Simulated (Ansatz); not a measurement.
Compressing Ti3Si: a fit and a missing row

Ti3Si, P6_3/mmc, a = 5.584 Å, c = 4.473 Å. The structure is a Materials Project entry; whether it is the stable form wasn't checked. Ansatz: PBEsol, PAW, 420 eV, Γ-centred 6×6×8 mesh on 8 atoms, Gaussian smearing 0.10 eV; no spin polarisation. Shape and atoms are relaxed at each volume; pressure is positive in compression.

```tsv
V (Å³/atom)	P (GPa)
13.286	?
13.739	16.04
14.192	9.95
14.645	4.63
15.098	0.00
15.551	-4.03
16.004	-7.53
16.608	-11.44
```

Take V0 = 15.098 Å³/atom, fit the third-order Birch–Murnaghan form to the other rows, and predict the missing pressure.

With the Eulerian strain f = ½[(V0/V)^(2/3) − 1] and y = P/[3f(1 + 2f)^(5/2)], the form is the line y = B0 + 1.5 B0 (B0′ − 4) f. Rows (f, y): 0.03245, 140.8; 0.02106, 142.1; 0.01026, 143.0; -0.00976, 144.6; -0.01905, 145.2; -0.03079, 145.2. Means f = 0.0006950, y = 143.48; Σ(Δf)² = 0.003005, ΣΔfΔy = -0.2176; the slope is their ratio. y = 143.5 − 72.42 f GPa, so B0 = 143.5 GPa and B0′ = 4 + 2 × (-72.42)/(3 × 143.5) = 3.66. At V = 13.286, f = 0.04449, y = 140.28 and P = 23.17 GPa. The run gave 23.05 GPa, so the fit is 0.12 GPa too high, a small miss on the scale of the series.